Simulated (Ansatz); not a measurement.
Crystal: TaN.

```
CELL_PARAMETERS angstrom
2.92177 0.00000 0.00000
-1.46088 2.53033 0.00000
0.00000 0.00000 5.91652
ATOMIC_POSITIONS crystal
Ta 0.00000 0.00000 0.50000
Ta 0.00000 0.00000 0.00000
N 0.33333 0.66667 0.25000
N 0.66667 0.33333 0.75000
```

The cell comes from a database or a generator and needn't be the stable form of this composition.

* Program: Ansatz 0.2.0
* Task: relaxation of cell and atoms
* Functional: revPBE
* Dispersion: D3(BJ)
* Potentials or basis: Ansatz PAW
* Cutoff: 420 eV (not typed: the program's choice for these potentials)
* k mesh: 10 × 10 × 5
* Occupations: fermi-dirac, width 0.05 eV
* Spin: no spin polarisation

At the start: volume 10.94 Å³/atom.

Question: Where does the relaxation end?

Answer: It ends after 7 steps and the volume is 10.58 Å³/atom (-3.3 %); space group P6_3/mmc (No. 194, to 0.05 Å).

The path:
```tsv
step	energy change (eV)	largest force (eV/Å)	volume (Å³)
1	0.0000	0.0000	43.74
2	-0.0528	0.0000	42.37
3	-0.0531	0.0000	42.32
4	-0.0531	0.0000	42.32
5	-0.0499	0.0000	42.32
6	-0.0499	0.0000	42.30
7	-0.0499	0.0000	42.30
```

Final structure:
```
Ta N
1.0
     2.88526    0.00000    0.00000
    -1.44263    2.49871    0.00000
     0.00000    0.00000    5.86787
Ta N
2 2
Direct
  0.00000 0.00000 0.50000
  0.00000 0.00000 0.00000
  0.33333 0.66667 0.25000
  0.66667 0.33333 0.75000
```

Caveat: the plane-wave basis is chosen anew once the cell has moved, so the energies of steps on either side of that aren't comparable; the pressure holds a Pulay correction of +0.4 GPa for the finite cutoff; pairwise dispersion overbinds metals, which lowers pressure and volume; the PAW data sets come from PBE, with cores solved anew for the run's functional, which leaves a small shift of forces and pressure.
